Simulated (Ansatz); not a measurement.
Gas-phase electronic energies from Ansatz, PBE0-D4/def2-TZVP geometries. CCSD(T)/CBS is the MP2 limit (def2-TZVPP, def2-QZVPP) plus CCSD(T) − MP2 in def2-TZVPP, frozen cores. Functionals use def2-TZVPP. Each species was taken in one conformer, which may not be the lowest.

`BB(N)[SiH3]` + `NC(N)=O` → `NC(=O)N[SiH3]` + `BBN`  (cleavage of the Si–B bond)

Question: Is it downhill or uphill in electronic energy at CCSD(T)/CBS, and by how much? (Estimate.)

Answer: Computed: Downhill: ΔE = -62.9 kJ/mol.

Question: What do these levels give: r2SCAN-D4, PBE0-D4, B2PLYP, PBE, r2SCAN, PBE0, HF/def2-TZVPP, CCSD/def2-TZVPP, HF/def2-QZVPP, SCS-MP2/def2-QZVPP, HF/CBS(def2), MP2/CBS(def2)? (Best estimate.)

Answer: Ansatz gave: r2SCAN-D4 -52.7, PBE0-D4 -47.4, B2PLYP -63.2, PBE -39.0, r2SCAN -52.6, PBE0 -47.2, HF/def2-TZVPP -81.2, CCSD/def2-TZVPP -64.6, HF/def2-QZVPP -82.8, SCS-MP2/def2-QZVPP -72.3, HF/CBS(def2) -83.0, MP2/CBS(def2) -69.4 kJ/mol.

Largest T1 diagnostic among the species: 0.014.

From PBE to PBE0 (25 % exact exchange), in def2-TZVPP and without D4, ΔE moves by −8.2 kJ/mol. In def2-TZVPP, CCSD(T) changes the Hartree–Fock value by +19.4 kJ/mol (the triples alone add +2.7 kJ/mol) and MP2 by +12.9 kJ/mol.
